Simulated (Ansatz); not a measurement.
Here is an Ansatz 0.2.0 calculation.

input.yaml

```yaml
crystal:
  lattice:
    - [0.0, 2.4385, 2.4385]
    - [2.4385, 0.0, 2.4385]
    - [2.4385, 2.4385, 0.0]
  atoms:
    - { symbol: "Y", position: [0.0, 0.0, 0.0] }
    - { symbol: "N", position: [0.5, 0.5, 0.5] }
hamiltonian:
  xc: pbe
  pseudopotentials: { kind: paw }
kpoints:
  mp_grid: { grid: [9, 9, 9] }
scf:
  occupations: { method: gaussian, width: 0.017 }
output:
  forces: true
  stress: true
  eigenvalues: true
  write_density: true
  write_potential: true
  elf: true
  volumetric_format: npy
```

Potentials or basis: Ansatz PAW.

Command:

```console
$ ansatz run input.yaml --threads 2 --pin off --max-ram 5632MiB --backend cpu --events-out ev --progress --plain --runs-dir out
```

Problem. Predict the band gap on the k mesh.

Solution. 0.24 eV, indirect (least direct gap 0.64 eV).

Problem. Estimate the pressure.

Solution. 3.0 GPa.

Caveat: odd divisions of the mesh miss points on the zone boundary, where band edges often lie, so the gap on the mesh can be too wide. A k mesh can miss the band edges.
